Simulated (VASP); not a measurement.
# BaTe (Fm-3m) in VASP: further runs

The runs below take BaTe through G0W0 quasiparticle levels, dielectric tensor, with PBE, revPBE+D2.

Program: VASP 6.6.1. These are calculated values, not measurements. Logs are shortened: lines on timing, memory, paths and dates and some standing lists are left out, and cuts for length are marked.

### Step 1. The crystal as given

The structure is cubic, space group Fm-3m (No. 225). The conventional cell has a = 6.820 Å, b = 6.820 Å, c = 6.820 Å, α = 90.00°, β = 90.00°, γ = 90.00°. Around Ba (site symmetry m-3m) lie 6 Te at 3.41 Å. Te (site symmetry m-3m) has 6 Ba at 3.41 Å as nearest neighbours.

### Step 2. G0W0 quasiparticle levels, PBE

File POSCAR:

```
BaTe
1.0
    0.0000000000      3.4100000000      3.4100000000
    3.4100000000      0.0000000000      3.4100000000
    3.4100000000      3.4100000000      0.0000000000
Ba Te
1 1
Direct
    0.0000000000      0.0000000000      0.0000000000
    0.5000000000      0.5000000000      0.5000000000
```

File INCAR.step1:

```
PREC     = Accurate       # precision mode
ENCUT    = 450            # plane-wave cutoff, eV
EDIFF    = 1E-8           # SCF threshold, eV
ISMEAR   = 0              # smearing method
SIGMA    = 0.01           # smearing width, eV
LREAL    = False          # projectors in reciprocal space
LASPH    = True           # aspherical terms in the spheres
NELM     = 100            # most SCF steps
ALGO     = Normal         # electronic algorithm
LWAVE    = True           # write WAVECAR
LCHARG   = False          # write CHGCAR
GGA      = PE             # functional
```

File INCAR.step2:

```
PREC     = Accurate       # precision mode
ENCUT    = 450            # plane-wave cutoff, eV
EDIFF    = 1E-8           # SCF threshold, eV
ISMEAR   = 0              # smearing method
SIGMA    = 0.01           # smearing width, eV
LREAL    = False          # projectors in reciprocal space
LASPH    = True           # aspherical terms in the spheres
NELM     = 1              # most SCF steps
ALGO     = Exact          # electronic algorithm
LWAVE    = True           # write WAVECAR
LCHARG   = False          # write CHGCAR
GGA      = PE             # functional
NBANDS   = 274            # bands
LOPTICS  = True           # frequency-dependent dielectric function
ISTART   = 1
```

File INCAR.step3:

```
PREC     = Accurate       # precision mode
ENCUT    = 450            # plane-wave cutoff, eV
EDIFF    = 1E-8           # SCF threshold, eV
ISMEAR   = 0              # smearing method
SIGMA    = 0.01           # smearing width, eV
LREAL    = False          # projectors in reciprocal space
LASPH    = True           # aspherical terms in the spheres
ALGO     = EVGW0          # electronic algorithm
LWAVE    = False          # write WAVECAR
LCHARG   = False          # write CHGCAR
GGA      = PE             # functional
NELMGW   = 1            
NBANDS   = 274            # bands
ENCUTGW  = 100            # cutoff of the response function
NOMEGA   = 64             # frequency points
PRECFOCK = Fast         
ISTART   = 1            
NBANDSGW = 16
```

File KPOINTS:

```
regular mesh
0
Gamma
  4 4 4
```

Potentials or basis: VASP PAW PBE potentials, release 64 (Ba_sv_GW, Te_GW).

Started as:

```
cat potpaw_PBE.64/Ba_sv_GW/POTCAR potpaw_PBE.64/Te_GW/POTCAR > POTCAR
cp INCAR.step1 INCAR
mpirun -np 1 vasp_std > vasp.out
cp INCAR.step2 INCAR
mpirun -np 1 vasp_std > vasp.out
cp INCAR.step3 INCAR
mpirun -np 1 vasp_std > vasp.out
```

OUTCAR:

```text
PREC = Accurate
   ENCUT = 450
   EDIFF = 1E-8
   ISMEAR = 0
   LREAL = False
   LASPH = True
   GGA = PE
   NELMGW = 1
   ENCUTGW = 100
   PRECFOCK = Fast
   ISTART = 1

 ion  position               nearest neighbor table
   1  0.000  0.000  0.000-
   2  0.500  0.500  0.500-

  LATTYP: Found a face centered cubic cell.
 ALAT       =     6.8200000000

  Lattice vectors:

 A1 = (   0.0000000000,   3.4100000000,   3.4100000000)
 A2 = (   3.4100000000,   0.0000000000,   3.4100000000)
 A3 = (   3.4100000000,   3.4100000000,   0.0000000000)

Analysis of symmetry for initial positions (statically):
=====================================================================
 Subroutine PRICEL returns:
 Original cell was already a primitive cell.

 Routine SETGRP: Setting up the symmetry group for a
 face centered cubic supercell.

 Subroutine GETGRP returns: Found 48 space group operations
 (whereof 48 operations were pure point group operations)
 out of a pool of 48 trial point group operations.

The static configuration has the point symmetry O_h .

Analysis of symmetry for dynamics (positions and initial velocities):
=====================================================================
 Subroutine PRICEL returns:
 Original cell was already a primitive cell.

 Routine SETGRP: Setting up the symmetry group for a
 face centered cubic supercell.

 Subroutine GETGRP returns: Found 48 space group operations
 (whereof 48 operations were pure point group operations)
 out of a pool of 48 trial point group operations.

The dynamic configuration has the point symmetry O_h .

 Subroutine INISYM returns: Found 48 space group operations
 (whereof 48 operations are pure point group operations),
 and found     1 'primitive' translations

----------------------------------------------------------------------------------------

                                     Primitive cell

  volume of cell :      79.3036

  direct lattice vectors                    reciprocal lattice vectors
     0.000000000  3.410000000  3.410000000    -0.146627566  0.146627566  0.146627566
     3.410000000  0.000000000  3.410000000     0.146627566 -0.146627566  0.146627566
     3.410000000  3.410000000  0.000000000     0.146627566  0.146627566 -0.146627566

  length of vectors
     4.822468248  4.822468248  4.822468248     0.253966394  0.253966394  0.253966394

  position of ions in fractional coordinates (direct lattice)
     0.000000000  0.000000000  0.000000000
     0.500000000  0.500000000  0.500000000

  ion indices of the primitive-cell ions
   primitive index   ion index
                 1           1
                 2           2

----------------------------------------------------------------------------------------

 KPOINTS: regular mesh

Automatic generation of k-mesh.
 Grid dimensions read from file:
 generate k-points for:    4    4    4

 Generating k-lattice:

  Cartesian coordinates                     Fractional coordinates (reciprocal lattice)
    -0.036656891  0.036656891  0.036656891     0.250000000  0.000000000  0.000000000
     0.036656891 -0.036656891  0.036656891     0.000000000  0.250000000  0.000000000
     0.036656891  0.036656891 -0.036656891     0.000000000  0.000000000  0.250000000

  Length of vectors
     0.063491599  0.063491599  0.063491599

  Shift w.r.t. Gamma in fractional coordinates (k-lattice)
     0.000000000  0.000000000  0.000000000

 Subroutine IBZKPT returns following result:
 ===========================================

 Found      8 irreducible k-points:

 Following reciprocal coordinates:
            Coordinates               Weight
  0.000000  0.000000  0.000000      1.000000
  0.250000  0.000000  0.000000      8.000000
  0.500000  0.000000  0.000000      4.000000
  0.250000  0.250000  0.000000      6.000000
  0.500000  0.250000  0.000000     24.000000
 -0.250000  0.250000  0.000000     12.000000
  0.500000  0.500000  0.000000      3.000000
 -0.250000  0.500000  0.250000      6.000000
   k-points           NKPTS =      8   k-points in BZ     NKDIM =     64   number of bands    NBANDS=    274
   number of dos      NEDOS =    301   number of ions     NIONS =      2
   total plane-waves  NPLWV =  46656
   dimension x,y,z NGX =    36 NGY =   36 NGZ =   36
   dimension x,y,z NGXF=    72 NGYF=   72 NGZF=   72
   ions per type =               1   1
   NGX,Y,Z   is equivalent  to a cutoff of  12.41, 12.41, 12.41 a.u.
   NGXF,Y,Z  is equivalent  to a cutoff of  24.82, 24.82, 24.82 a.u.
 SYSTEM =  unknown system
   PREC   = accura    normal or accurate (medium, high low for compatibility)
   ISTART =      1    job   : 0-new  1-cont  2-samecut
   ICHARG =      0    charge: 1-file 2-atom 10-const
   ISPIN  =      1    spin polarized calculation?
   LNONCOLLINEAR =      F non collinear calculations
   LSORBIT =      F    spin-orbit coupling
   LASPH  =      T    aspherical Exc in radial PAW
   ENCUT  =  450.0 eV  33.07 Ry    5.75 a.u.   8.34  8.34  8.34*2*pi/ulx,y,z
   NELM   =     60;   NELMIN=  2; NELMDL=  0     # of ELM steps
   EDIFF  = 0.1E-07   stopping-criterion for ELM
   LREAL  =      F    real-space projection
   EDIFFG = 0.1E-06   stopping-criterion for IOM
   NSW    =      0    number of steps for IOM
   IBRION =     -1    ionic relax: 0-MD 1-quasi-New 2-CG
   NFREE  =      0    steps in history (QN), initial steepest desc. (CG)
   ISIF   =      0    stress and relaxation
   ISYM   =      3    0-nonsym 1-usesym 2-fastsym
   POTIM  = 0.5000    time-step for ionic-motion
   TEBEG  =    0.0;   TEEND  =   0.0 temperature during run
   PSTRESS=    0.0 pullay stress
   NELECT =      16.0000    total number of electrons
   NUPDOWN=      -1.0000    fix difference up-down
   EMIN   =  10.00;   EMAX   =-10.00  energy-range for DOS
   EFERMI =   0.00;   METHOD = LEGACY
   ISMEAR =     0;   SIGMA  =   0.01  broadening in eV -4-tet -1-fermi 0-gaus
   EFERMI_NEDOS =   21; number of points for ismear=-14 and -15
   IALGO  =     38    algorithm
   IMIX   =      4    mixing-type and parameters
     AMIX     =   0.40;   BMIX     =  1.00
     AMIX_MAG =   1.60;   BMIX_MAG =  1.00
  volume/ion in A,a.u.               =      39.65       267.58
  Fermi-wavevector in a.u.,A,eV,Ry     =   0.960175  1.814468 12.543704  0.921936
  Thomas-Fermi vector in A             =   2.089436
   LORBIT       =      0    0 simple, 1 ext, 2 COOP (PROOUT), +10 PAW based schemes
   GGA     = PE    functional components
   LHFCALC =     T    Hartree Fock is set to
   PRECFOCK=fast      Normal, Fast or Accurate (Low or Medium for compatibility)
   ENCUT4O =  -1.0   cutoff for four orbital integrals eV
   NKREDX  =     1    reduce k-point grid by
   NKREDY  =     1    reduce k-point grid by
   NKREDZ  =     1    reduce k-point grid by
   AEXX    =    1.0000 exact exchange contribution
   HFSCREEN=    0.0000 screening length (either q_TF or 0.3 A-1)
   HFSCREENC=   0.0000 screening length for correlation (either q_TF or 0.3 A-1)
   ENCUTFOCK=  -1.0 apply spherical cutoff to Coloumb kernel
   IVDW    =     0    specifies the selected vdW correction
   LEPSILON=     F    determine dielectric tensor
   LRPA    =     F    only Hartree local field effects (RPA)
   LRPAFORCE           =     F    calculate RPA forces
   ENCUTGW             = 100.0    cutoff for response function in eV
   ENCUTGWSOFT         =  80.0    soft cutoff for Coulomb kernel in GW response function in eV
   ENCUTLF             =  -1.0    cutoff for local field effects
   NELMGW              =     1    number of iterations in solving QP/BSE equation
   NELMHF              =     1    number of iterations in the inner HF iteration
   NKREDLFX            =     1    NKREDLFY  =   1   NKREDLFZ  =   1
 non-spin polarized calculation
 Gauss-broadening in eV      SIGMA  =   0.01
  energy-cutoff  :      450.00
  volume of cell :       79.30
 maximum number of plane-waves:      1759
 NGX is ok and might be reduce to    36
  NGX = 18; NGY = 18; NGZ = 18
   NGX = 17   NGY = 17   NGZ = 17
 maximum number of plane-waves:       190
 NGX is ok and might be reduce to    18

 QP shifts <psi_nk| G(iteration)W_0 |psi_nk>: iteration 1
 for sc-GW calculations column KS-energies equals QP-energies in previous step
 and V_xc(KS)=  KS-energies - (<T + V_ion + V_H > + <T+V_H+V_ion>^1  + <V_x>^1)

 k-point   1 :       0.0000    0.0000    0.0000
  band No.  KS-energies  QP-energies   sigma(KS)   V_xc(KS)     V^pw_x(r,r')   Z            occupation Imag(sigma)

      1     -22.6432     -23.0663     -15.8954     -15.1765     -24.4008       0.5884       2.0000       1.0754
      2      -7.8214      -9.0057     -15.4660     -13.8585     -18.9538       0.7367       2.0000       0.2553
      3      -7.8214      -9.0057     -15.4660     -13.8585     -18.9538       0.7367       2.0000       0.2553
      4      -7.8214      -9.0057     -15.4660     -13.8585     -18.9538       0.7367       2.0000       0.2553
      5      -5.5797      -6.2986     -12.1243     -11.0950     -17.2165       0.6984       2.0000       1.0678
      6       4.0708       3.3367     -11.5587     -10.5957     -12.7085       0.7623       2.0000       0.0780
[... 8 lines left out ...]
     15      10.3398      11.1197      -6.7645      -7.7852      -1.8314       0.7641       0.0000      -0.2518
     16      13.1096      17.1048      -8.9687     -14.5516      -2.2297       0.7156       0.0000      -0.2121

 k-point   2 :       0.2500    0.0000    0.0000
  band No.  KS-energies  QP-energies   sigma(KS)   V_xc(KS)     V^pw_x(r,r')   Z            occupation Imag(sigma)

      1     -22.6328     -23.0522     -15.8991     -15.1893     -24.4061       0.5909       2.0000       1.0770
      2      -8.1671      -9.2707     -14.8521     -13.2933     -18.7701       0.7080       2.0000       0.3828
      3      -7.8280      -9.0144     -15.4565     -13.8474     -18.9372       0.7373       2.0000       0.2525
      4      -7.8280      -9.0144     -15.4565     -13.8474     -18.9372       0.7373       2.0000       0.2525
      5      -5.0596      -5.7806     -12.7737     -11.7653     -17.3851       0.7150       2.0000       0.8982
      6       2.6288       1.8221     -10.6462      -9.5594     -12.1045       0.7423       2.0000       0.1069
[... 8 lines left out ...]
     15      11.6922      13.3570      -7.9673     -10.1979      -2.4574       0.7463       0.0000      -0.2708
     16      12.5200      15.3030      -8.8386     -12.6553      -2.7412       0.7291       0.0000      -0.2384

 k-point   3 :       0.5000    0.0000    0.0000
  band No.  KS-energies  QP-energies   sigma(KS)   V_xc(KS)     V^pw_x(r,r')   Z            occupation Imag(sigma)

      1     -22.6224     -23.0395     -15.9029     -15.2023     -24.4114       0.5951       2.0000       1.0781
      2      -8.4310      -9.4897     -14.5226     -12.9930     -18.6869       0.6922       2.0000       0.4443
      3      -7.8345      -9.0220     -15.4484     -13.8367     -18.9207       0.7368       2.0000       0.2486
      4      -7.8345      -9.0220     -15.4484     -13.8367     -18.9207       0.7368       2.0000       0.2486
      5      -4.5952      -5.2873     -13.1658     -12.2181     -17.4694       0.7303       2.0000       0.7878
      6       1.6857       0.8167     -10.3196      -9.1214     -12.2227       0.7253       2.0000       0.1598
[... 74 lines left out ...]
      1     -22.6157     -23.0361     -15.9113     -15.2102     -24.4150       0.5996       2.0000       1.0852
      2      -8.1119      -9.3313     -15.1382     -13.4682     -18.7723       0.7302       2.0000       0.3211
      3      -7.9372      -9.1305     -15.3421     -13.7106     -18.8838       0.7314       2.0000       0.2780
      4      -7.9372      -9.1305     -15.3421     -13.7106     -18.8838       0.7314       2.0000       0.2780
      5      -5.3549      -6.0265     -12.2458     -11.2856     -17.2475       0.6995       2.0000       1.0242
      6       2.9988       2.1522     -11.2478     -10.1094     -12.8601       0.7437       2.0000       0.1012
[... 8 lines left out ...]
     15      11.3834      12.8026      -8.1150     -10.0140      -2.7892       0.7473       0.0000      -0.2744
     16      12.0965      14.8459      -8.4158     -12.1675      -2.3045       0.7328       0.0000      -0.2369

 k-point   8 :      -0.2500    0.5000    0.2500
  band No.  KS-energies  QP-energies   sigma(KS)   V_xc(KS)     V^pw_x(r,r')   Z            occupation Imag(sigma)

      1     -22.6156     -23.0358     -15.9098     -15.2103     -24.4150       0.6009       2.0000       1.0838
      2      -8.0500      -9.1773     -15.0513     -13.4758     -18.8210       0.7155       2.0000       0.3369
      3      -8.0250      -9.2297     -15.2368     -13.5865     -18.8235       0.7300       2.0000       0.2992
      4      -8.0250      -9.2297     -15.2368     -13.5865     -18.8235       0.7300       2.0000       0.2992
      5      -5.0567      -5.7390     -12.6673     -11.7075     -17.3620       0.7109       2.0000       0.9158
      6       2.7013       1.8899     -11.0059      -9.9085     -12.5493       0.7394       2.0000       0.1102
[... 8 lines left out ...]
     15      11.9897      14.1628      -8.4009     -11.3377      -2.5973       0.7400       0.0000      -0.2628
     16      12.7293      15.6493      -9.0731     -13.1041      -2.8875       0.7244       0.0000      -0.2408
```

Run time: 11 min. Hardware: 1 thread of Intel Xeon Platinum 8259CL at 2.50GHz (Skylake/Cascade Lake), shared host; peak memory 0.79 GiB.

Results:

| Quantity | Value |
| --- | --- |
| Band gap on the k mesh, mean-field level | 1.41 eV, indirect (least direct gap 1.76 eV) |
| Quasiparticle gap | 2.27 eV |
| Least direct quasiparticle gap | 2.66 eV |

Levels at points of the mesh, in eV from the valence-band top:
| k point | band 6 | band 7 | band 8 | band 9 | band 10 | band 11 |
| --- | --- | --- | --- | --- | --- | --- |
| (0.00, 0.00, 0.00) | 0.00 | 0.00 | 0.00 | 2.95 | 2.95 | 2.95 |
| (0.50, 0.00, 0.00) | -2.39 | -1.22 | -1.22 | 4.22 | 5.03 | 5.14 |
| (0.50, 0.50, 0.00) | -1.07 | -0.34 | -0.34 | 1.41 | 4.64 | 5.08 |

Caveat: bands, screening cutoff and mesh are small and nothing is extrapolated, so the quasiparticle values aren't converged; spin-orbit coupling is left out, which moves the levels of the heavy elements.

(Continued in part 2 of 2.)
